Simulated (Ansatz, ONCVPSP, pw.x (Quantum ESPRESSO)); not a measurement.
# pw.x on diamond P: one setting changed

Potential: optimised norm-conserving Vanderbilt (ONCV), ONCVPSP 4.0.1.1 (patched build), PBE; core [Ne], reference 3s2 3p3; waves: 3s: rc 1.35 bohr, ncon 4, nbas 7, qcut 4.6 1/bohr, 2 projectors, debl 1.9 Ha; 3p: rc 1.90 bohr, ncon 3, nbas 8, qcut 4.8 1/bohr, 2 projectors, debl 1.4 Ha; d scattering state at 0.04 Ha: rc 1.90 bohr, ncon 5, nbas 8, qcut 4.5 1/bohr, 2 projectors, debl 2 Ha; local part: polynomial inside 0.95 bohr (lpopt 4, dvloc0 3 Ha); core correction: Teter function, fcfact 5, rcfact 1.55.

The reference run (k-mesh 8³, cutoffs 90/360 Ry, Fermi–Dirac 0.01 Ry, mixing_beta 0.4, conv_thr 1e-9, no spin) gives -0.58 GPa at 20.949 Å³/atom, where all-electron LAPW gives -0.21 GPa. This run, with its own iteration cap, changes nspin = 2 with starting_magnetization to 0.2.

```
&control
  calculation='scf', prefix='x', pseudo_dir='./', outdir='./tmp', tstress=.true., disk_io='none'
/
&system
  ibrav=0, nat=2, ntyp=1, ecutwfc=90, ecutrho=360, nbnd=12,
  occupations='smearing', smearing='fd', degauss=0.01, nspin=2, starting_magnetization(1)=0.2
/
&electrons
  conv_thr=1e-09, mixing_beta=0.4, electron_maxstep=60
/
ATOMIC_SPECIES
P 1.0 P.UPF
CELL_PARAMETERS angstrom
  0.00000000 2.75668895 2.75668895
  2.75668895 0.00000000 2.75668895
  2.75668895 2.75668895 0.00000000
ATOMIC_POSITIONS crystal
P 0.0000 0.0000 0.0000
P 0.2500 0.2500 0.2500
K_POINTS automatic
8 8 8 0 0 0
```

```bash
pw.x < P.scf.in > P.scf.out
```

**Question.** How does the run end?

**Answer.** It converges in 9 iterations; the free energy moves by +0.0 meV/atom and the pressure by +0.00 GPa. The result is that of the reference run.

```
Message from routine setup:
     using ibrav=0 with symmetry is DISCOURAGED, use correct ibrav instead
     lattice parameter (alat)  =       7.3672  a.u.
     unit-cell volume          =     282.7417 (a.u.)^3
     number of electrons       =        10.00
     number of Kohn-Sham states=           12
     kinetic-energy cutoff     =      90.0000  Ry
     charge density cutoff     =     360.0000  Ry
     scf convergence threshold =      1.0E-09
     Exchange-correlation= PBE
     atomic species   magnetization
     number of k points=    29  Fermi-Dirac smearing, width (Ry)=  0.0100
     iteration #  1     ecut=    90.00 Ry     beta= 0.40
     total energy              =     -29.85767134 Ry
     estimated scf accuracy    <       0.01998581 Ry
     total magnetization       =     0.65 Bohr mag/cell
     absolute magnetization    =     0.65 Bohr mag/cell
     iteration #  2     ecut=    90.00 Ry     beta= 0.40
     total energy              =     -29.86495496 Ry
     estimated scf accuracy    <       0.00657460 Ry
     total magnetization       =     0.53 Bohr mag/cell
     absolute magnetization    =     0.53 Bohr mag/cell
     iteration #  3     ecut=    90.00 Ry     beta= 0.40
     total energy              =     -29.86797084 Ry
     estimated scf accuracy    <       0.00031067 Ry
     total magnetization       =     0.28 Bohr mag/cell
     absolute magnetization    =     0.28 Bohr mag/cell
     [... 3 iterations left out ...]
     iteration #  7     ecut=    90.00 Ry     beta= 0.40
     total energy              =     -29.86885790 Ry
     estimated scf accuracy    <       0.00000012 Ry
     total magnetization       =     0.00 Bohr mag/cell
     absolute magnetization    =     0.00 Bohr mag/cell
     iteration #  8     ecut=    90.00 Ry     beta= 0.40
     total energy              =     -29.86885806 Ry
     estimated scf accuracy    <          3.5E-09 Ry
     total magnetization       =     0.00 Bohr mag/cell
     absolute magnetization    =     0.00 Bohr mag/cell
     iteration #  9     ecut=    90.00 Ry     beta= 0.40
     the Fermi energy is     6.6705 ev
!    total energy              =     -29.86885807 Ry
     estimated scf accuracy    <          2.1E-10 Ry
     smearing contrib. (-TS)   =      -0.00745718 Ry
     The total energy is F=E-TS. E is the sum of the following terms:
     one-electron contribution =       4.21536864 Ry
     hartree contribution      =       2.54288318 Ry
     xc contribution           =     -10.76825257 Ry
     ewald contribution        =     -25.85140014 Ry
     total magnetization       =     0.00 Bohr mag/cell
     absolute magnetization    =     0.00 Bohr mag/cell
     convergence has been achieved in   9 iterations
          total   stress  (Ry/bohr**3)                   (kbar)     P=       -5.82
     Message from routine punch:
     Nothing written, as per user request (disk_io='none')
```

The run took about 90 s on one core of a shared host (Neoverse-N1, 64 threads, 124 GiB, load 52).
